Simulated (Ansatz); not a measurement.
# ZnS: Quadrupolar parameters

The cell is a Materials Project structure (computed, not necessarily an observed phase), taken as it stands.

```cif
data_structure
_symmetry_space_group_name_H-M 'P 1'
_symmetry_Int_Tables_number 1
_cell_length_a 3.8085
_cell_length_b 3.8085
_cell_length_c 31.1363
_cell_angle_alpha 90.000
_cell_angle_beta 90.000
_cell_angle_gamma 120.000
_cell_volume 391.11
loop_
_atom_site_label
_atom_site_type_symbol
_atom_site_fract_x
_atom_site_fract_y
_atom_site_fract_z
_atom_site_occupancy
Zn1 Zn 0.00000 0.00000 0.59998 1
Zn2 Zn 0.66667 0.33333 0.20008 1
Zn3 Zn 0.66667 0.33333 0.80001 1
Zn4 Zn 0.33333 0.66667 0.69993 1
Zn5 Zn 0.00000 0.00000 0.30002 1
Zn6 Zn 0.00000 0.00000 0.00001 1
Zn7 Zn 0.33333 0.66667 0.90005 1
Zn8 Zn 0.66667 0.33333 0.50004 1
Zn9 Zn 0.33333 0.66667 0.10009 1
Zn10 Zn 0.33333 0.66667 0.40001 1
S11 S 0.00000 0.00000 0.07507 1
S12 S 0.00000 0.00000 0.67493 1
S13 S 0.33333 0.66667 0.97491 1
S14 S 0.33333 0.66667 0.47498 1
S15 S 0.66667 0.33333 0.57497 1
S16 S 0.33333 0.66667 0.77486 1
S17 S 0.66667 0.33333 0.27501 1
S18 S 0.33333 0.66667 0.17503 1
S19 S 0.00000 0.00000 0.37498 1
S20 S 0.66667 0.33333 0.87504 1
```

Atom numbers follow the list; atoms alike are taken as one site, whose name carries the number of the first.

Computed with Ansatz: DFT, PBE, plane waves and PAW, scalar-relativistic, 420 eV cutoff, Γ-centred 8×8×1 k-points, Fermi–Dirac smearing 0.02 eV.

C_Q = eQV_zz/h, which is 24.18 MHz for Q = 1 b and V_zz = 10²¹ V/m²; η = (V_xx − V_yy)/V_zz.

⁶⁷Zn: I = 5/2, Q = 122.0 mb; S-33: I = 3/2, Q = -69.40 mb. Quadrupole moments are those of Pyykkö's year-2017 table.

| site | atoms (order as listed) | first shell | V_zz (10²¹ V/m²) | η | C_Q (MHz) |
| --- | --- | --- | --- | --- | --- |
| Zn1 | 1 | 4 S at 2.33 Å | 0.016 | 0.00 | 0.047 |
| Zn2 | 2 | 4 S at 2.33 Å | 0.004 | 0.00 | 0.013 |
| Zn3 | 3 | 4 S at 2.33–2.34 Å | -0.099 | 0.00 | -0.292 |
| Zn4 | 4 | 4 S at 2.33 Å | 0.028 | 0.00 | 0.082 |
| Zn5 | 5 | 4 S at 2.33 Å | 0.022 | 0.00 | 0.063 |
| Zn6 | 6 | 4 S at 2.33–2.34 Å | -0.076 | 0.00 | -0.223 |
| Zn7 | 7 | 4 S at 2.33 Å | 0.048 | 0.00 | 0.140 |
| Zn8 | 8 | 4 S at 2.33 Å | <0.005 | – | ≈0 |
| Zn9 | 9 | 4 S at 2.33 Å | 0.065 | 0.00 | 0.193 |
| Zn10 | 10 | 4 S at 2.33 Å | 0.026 | 0.00 | 0.076 |
| S11 | 11 | 4 Zn at 2.33–2.34 Å | 0.19 | 0.00 | -0.323 |
| S12 | 12, 15, 17 | 4 Zn at 2.33 Å | 0.029 | 0.00 | -0.048 |
| S13 | 13 | 4 Zn at 2.33 Å | 0.099 | 0.00 | -0.166 |
| S14 | 14 | 4 Zn at 2.33 Å | 0.049 | 0.00 | -0.083 |
| S16 | 16 | 4 Zn at 2.33 Å | 0.11 | 0.00 | -0.188 |
| S18 | 18 | 4 Zn at 2.33 Å | 0.053 | 0.00 | -0.089 |
| S19 | 19 | 4 Zn at 2.33 Å | 0.037 | 0.00 | -0.061 |
| S20 | 20 | 4 Zn at 2.33–2.34 Å | 0.19 | 0.00 | -0.314 |

An axis of threefold or higher order runs through Zn1, Zn2, Zn3, Zn4, Zn5 and Zn6 and others, so V_zz lies along it and η is zero.

Hardware: 1 thread of Arm Neoverse V2 (aarch64; 8 cores open to the job, memory cap 2.5 GiB, no GPU), a shared host with a load of 0.5 a core. Wall time 71 s, CPU time 71 s, peak memory 0.76 GiB.
